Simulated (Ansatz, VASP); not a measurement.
This is a calculation of Zn for VASP 6.6.1.

File INCAR:

```
SYSTEM = Zn
PREC = Accurate
ENCUT = 520
EDIFF = 1E-6
ISMEAR = -1
SIGMA = 0.05
LREAL = .False.
LASPH = .True.
NELM = 60
ALGO = Normal
ISIF = 2
LWAVE = .False.
LCHARG = .False.
GGA = PE
NBANDS = 19
```

The input KPOINTS:

```
Automatic mesh
0
Gamma
  11 11 6
  0 0 0
```

POSCAR

```
Zn
1.0
    2.7051356082      0.0000000000      0.0000000000
   -1.3525678041      2.3427161574      0.0000000000
    0.0000000000      0.0000000000      5.0313495994
Zn
2
Direct
    0.6666666667      0.3333333333      0.7500000000
    0.3333333333      0.6666666667      0.2500000000
```

Potentials or basis: VASP PAW PBE potentials, release 64 (Zn).

The run is started by

```bash
$ cat potpaw_PBE.64/Zn/POTCAR > POTCAR
$ mpirun -np 1 vasp_std > vasp.out
```

**Question.** Set up the same calculation for Ansatz 0.2.0. Potentials there: Ansatz PAW.

**Answer.** As run (the cutoff follows the program's own potentials):

File input.yaml:

```yaml
crystal:
  lattice:
    - [2.7051356082, 0.0, 0.0]
    - [-1.3525678041, 2.3427161574, 0.0]
    - [0.0, 0.0, 5.0313495994]
  atoms:
    - { symbol: Zn, position: [0.6666666667, 0.3333333333, 0.75] }
    - { symbol: Zn, position: [0.3333333333, 0.6666666667, 0.25] }
hamiltonian:
  xc: pbe
  pseudopotentials: { kind: paw }
kpoints:
  mp_grid: { grid: [11, 11, 6] }
scf:
  occupations: { method: fermi_dirac, width: 0.05 }
output:
  forces: true
  stress: true
  eigenvalues: true
```

Potentials or basis: Ansatz PAW.

Launch:

```console
$ ansatz run input.yaml --threads 2 --pin off --max-ram 5632MiB --backend cpu --events-out ev --progress --plain --runs-dir out
```

Both were run:

|  | VASP | Ansatz | Ansatz less VASP |
| --- | --- | --- | --- |
| gap on the k mesh at the Fermi level (eV) | none | none | - |
| pressure (GPa) | -2.9 | -3.2 | -0.27 |
| largest component of the traceless stress (GPa) | 0.06 | 0.18 | +0.124 |

A gap of «none» marks a metal or a gap that the smearing closes.
